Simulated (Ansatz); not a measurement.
# Two states of Gd

```
CELL_PARAMETERS angstrom
7.65048 0.00000 0.00000
0.00000 3.88982 0.00000
0.00000 0.00000 11.62149
ATOMIC_POSITIONS crystal
Gd 0.25000 0.50000 0.50000
Gd 0.75000 0.50000 0.50000
```

Single point in Ansatz 0.2.0 with PBE. Cutoff 420 eV, PAW datasets, 3×6×2 Γ-centred k mesh, cold filling (width 0.011 eV).

State A: Gd1 up, Gd2 up (collinear spin). State B: Gd1 up, Gd2 down (collinear spin).

Question: Compare the two self-consistent states.

Answer: State A is lower by 35.6 meV an atom at zero smearing.

```tsv
state	free energy (meV/atom)	largest moment in a small sphere (μB)	net moment (μB/cell)	gap on mesh (eV)	pressure (GPa)	largest force (eV/Å)
A	0.0	7.41	15.93	metal	-1.2	0.00
B	35.5	7.26	0.00	metal	-1.2	0.00
```

Origin: a database entry at a rescaled volume. Caveats: the exchange-correlation potential is rough where the density is thin; f shells without a U or exact exchange are poorly placed.
